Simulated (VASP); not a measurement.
A run of VASP 6.6.1 is set up as follows.

INCAR

```
SYSTEM = Fe2O3
  PREC = Accurate
  ENCUT = 600
  EDIFF = 1E-6
  ISMEAR = 1
  SIGMA = 0.1
  LREAL = .FALSE.
  LASPH = .TRUE.
  NELM = 150
  ALGO = Normal
  ISIF = 3
  LWAVE = .FALSE.
  LCHARG = .FALSE.
  ISPIN = 2
  MAGMOM = 5 -5 -5 5 0 0 0 0 0 0
  LORBIT = 11
  LMAXMIX = 4
  GGA = PE
  IBRION = 2
  NSW = 90
  EDIFFG = -0.01
  AMIX = 0.2
  BMIX = 1E-4
  AMIX_MAG = 0.8
  BMIX_MAG = 1E-4
  KPAR = 4
```

The input KPOINTS:

```
regular mesh
0
G
  9 9 9
  0 0 0
```

The input POSCAR:

```
Fe2O3
1.0
    2.5190000000      1.4543453300      4.5906666700
   -2.5190000000      1.4543453300      4.5906666700
    0.0000000000     -2.9086906600      4.5906666700
Fe O
4 6
Direct
    0.3553000000      0.3553000000      0.3553000000
    0.1447000000      0.1447000000      0.1447000000
    0.6447000000      0.6447000000      0.6447000000
    0.8553000000      0.8553000000      0.8553000000
    0.5559000000      0.9441000000      0.2500000000
    0.2500000000      0.5559000000      0.9441000000
    0.9441000000      0.2500000000      0.5559000000
    0.4441000000      0.0559000000      0.7500000000
    0.7500000000      0.4441000000      0.0559000000
    0.0559000000      0.7500000000      0.4441000000
```

Potentials or basis: VASP PAW PBE potentials, release 64 (Fe, O).

Run with:

```bash
$ cat potpaw_PBE.64/Fe/POTCAR potpaw_PBE.64/O/POTCAR > POTCAR
$ mpirun -np 4 vasp_std > vasp.out
```

Problem. Predict the space group after relaxing (to 0.05 Å).

Solution. R-3c (No. 167).

Problem. Estimate the band gap on the k mesh.

Solution. 0.29 eV, indirect (least direct gap 0.39 eV).

Final structure:
```yaml
crystal:
  lattice:
    - [2.51957, 1.45467, 4.62054]
    - [-2.51957, 1.45467, 4.62054]
    - [0.00000, -2.90934, 4.62054]
  atoms:
    - { symbol: Fe, position: [0.35828, 0.35828, 0.35828] }
    - { symbol: Fe, position: [0.14172, 0.14172, 0.14172] }
    - { symbol: Fe, position: [0.64172, 0.64172, 0.64172] }
    - { symbol: Fe, position: [0.85828, 0.85828, 0.85828] }
    - { symbol: O, position: [0.56239, 0.93761, 0.25000] }
    - { symbol: O, position: [0.25000, 0.56239, 0.93761] }
    - { symbol: O, position: [0.93761, 0.25000, 0.56239] }
    - { symbol: O, position: [0.43761, 0.06239, 0.75000] }
    - { symbol: O, position: [0.75000, 0.43761, 0.06239] }
    - { symbol: O, position: [0.06239, 0.75000, 0.43761] }
```

Caveat: an odd mesh through Γ misses points on the zone boundary, where band edges often lie. As with any semilocal functional, this PBE gap is likely too small.
